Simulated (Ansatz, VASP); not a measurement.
**Os: VASP beside Ansatz**

```
Os
1.0
     2.49655    0.00000    0.00000
     0.00000    2.49655    0.00000
     0.00000    0.00000    2.49655
Os
1
Cartesian
  0.0000 0.0000 0.0000
```

Alike in both runs: task single point; functional PBEsol; k mesh 14 × 14 × 14; occupations fermi-dirac, width 0.1 eV; no spin polarisation.

|  | VASP | Ansatz |
| --- | --- | --- |
| version | VASP 6.6.1 | Ansatz 0.2.0 |
| potentials or method | VASP PAW PBE potentials, release 64 (Os) | plane waves (420 eV) with PAW, scalar-relativistic |
| plane-wave cutoff (eV) | 520 | 420 |
| valence electrons in the cell | 8 | 16 |

|  | VASP | Ansatz | Ansatz less VASP |
| --- | --- | --- | --- |
| pressure (GPa) | 14.2 | 13.8 | -0.43 |

The two sets of potentials don't hold the same shells in valence. Ansatz warned: «pseudo_functional_mismatch».

Caveats: the PAW data sets were made with another functional, which shifts forces and pressure a little (VASP). Spin-orbit coupling is left out, which matters for the levels of Os.
